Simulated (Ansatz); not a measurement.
# WS₂: the gap under strain, fitted and tested

Plane-wave DFT in Ansatz, PBE+D3(BJ), scalar-relativistic PAW potentials, cutoff 420 eV, no spin-orbit coupling; no spin polarisation. WS₂ in space group P6_3/mmc. Strain along c alone; the other axes held, atoms relaxed (conventional cell); Kohn–Sham gaps sought over the whole zone.

| strain (%) | space group | gap (eV) |
| --- | --- | --- |
| -3.0 | P6_3/mmc | 0.714 |
| -2.0 | P6_3/mmc | 0.772 |
| -1.0 | P6_3/mmc | 0.829 |
| +0.0 | P6_3/mmc | 0.885 |
| +1.0 | P6_3/mmc | 0.940 |
| +2.0 | P6_3/mmc | 0.994 |
| +3.0 | P6_3/mmc | ? |

Task: Fit the given gaps and predict the missing one.

Result: Next to zero the slopes are +56 meV per % on the compressed side and +55 on the stretched side. No break shows at zero, so all given rows go into a parabola: E_g = 0.885 +0.0555 ε -0.00050 ε² eV (ε in %; scatter 0 meV). At +3.0 % this gives 1.047 eV; the run gave 1.047 eV, 0 meV away. The fit holds.

Spin-orbit coupling, left out, matters for bands of heavy elements.

Cost: about 6.4 core-minutes for the runs cited, on Intel Xeon Platinum 8259CL (Skylake/Cascade Lake) (shared hosts).